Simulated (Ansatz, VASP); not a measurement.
# ZnSe: VASP beside Ansatz

```xyz
2
Lattice="0.0000 2.8338 2.8621 2.8338 0.0000 2.8621 2.8338 2.8338 0.0000" Properties=species:S:1:pos:R:3 pbc="T T T"
Zn    0.0000    0.0000    0.0000
Se    1.4169    1.4169    1.4311
```

Change from the starting cell: z stretched by +1 %, ions relaxed.

Alike in both runs: functional PBE; k mesh 13 × 13 × 13; occupations fermi-dirac, width 0.02 eV; no spin polarisation.

Ansatz relaxed the structure, and its values are those at the end. VASP's run is a single point on that final structure, the one shown.

|  | VASP | Ansatz |
| --- | --- | --- |
| version | VASP 6.6.1 | Ansatz 0.2.0 |
| potentials or method | VASP PAW PBE potentials, release 64 (Zn, Se) | plane-wave PAW, scalar-relativistic |
| plane-wave cutoff (eV) | 520 | 420 |
| valence electrons in the cell | 18 | 28 |

```csv
,VASP,Ansatz,Ansatz less VASP
gap on the k mesh at the Fermi level (eV),1.24,1.24,-0.002
pressure (GPa),1.7,1.5,-0.23
```

The functional is the same, so the differences come from potentials, cutoffs and numerics. The two sets of potentials don't hold the same shells in valence. Ansatz warned: «stress_scf_threshold_loose».
